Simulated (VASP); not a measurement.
# SnSe: single point with LDA

Crystal: SnSe.

```
CELL_PARAMETERS angstrom
0.00000 2.93475 3.01000
3.08525 0.00000 3.01000
3.08525 2.93475 0.00000
ATOMIC_POSITIONS crystal
Sn 0.00000 0.00000 0.00000
Se 0.50000 0.50000 0.50000
```

The cell isn't the ideal one: strain +0.0250 x Voigt [1, -1, 0, 0, 0, 0], atoms carried along.

```json
{"Program": "VASP 6.6.1", "Task": "single point", "Functional": "LDA", "Potentials or basis": "VASP PAW LDA potentials, release 64 (Sn_d, Se)", "Cutoff": "520 eV", "k mesh": "8 × 8 × 8", "Occupations": "gaussian, width 0.05 eV", "Spin": "no spin polarisation", "Dipole correction": "no", "Further INCAR settings": "ALGO = Normal; EDIFF = 1e-07; NBANDS = 17"}
```

```json
{
  "Pressure": "-3.0 GPa",
  "Band gap on the k mesh": "0.68 eV, direct"
}
```

Stress tensor (GPa, compression positive):
```
-5.62  0.00  0.00
 0.00 -0.11  0.00
 0.00  0.00 -3.29
```

Levels at points of the mesh, in eV from the valence-band top:
```csv
k point,band 7,band 8,band 9,band 10,band 11,band 12,band 13,band 14
"(0.00, 0.00, 0.00)",-5.06,-2.31,-2.05,-1.83,3.78,4.32,4.96,5.80
"(0.50, 0.00, 0.00)",-8.01,-1.84,-1.77,0.00,0.68,1.20,1.43,8.26
"(0.50, 0.50, 0.00)",-5.99,-5.37,-3.80,-3.23,3.11,4.78,5.99,5.99
"(0.50, 0.00, 0.50)",-6.08,-5.42,-3.71,-3.44,3.01,4.96,5.54,6.34
"(0.00, 0.50, 0.50)",-5.88,-5.32,-3.61,-3.32,3.18,5.19,5.67,5.83
```

Wall time 58 s on 1 thread of AMD EPYC 7R13 Processor (Zen 3) (shared host), peak memory 0.19 GiB.

Caveat: spin-orbit coupling is left out, which moves the levels of the heavy elements. A k mesh can miss the band edges.
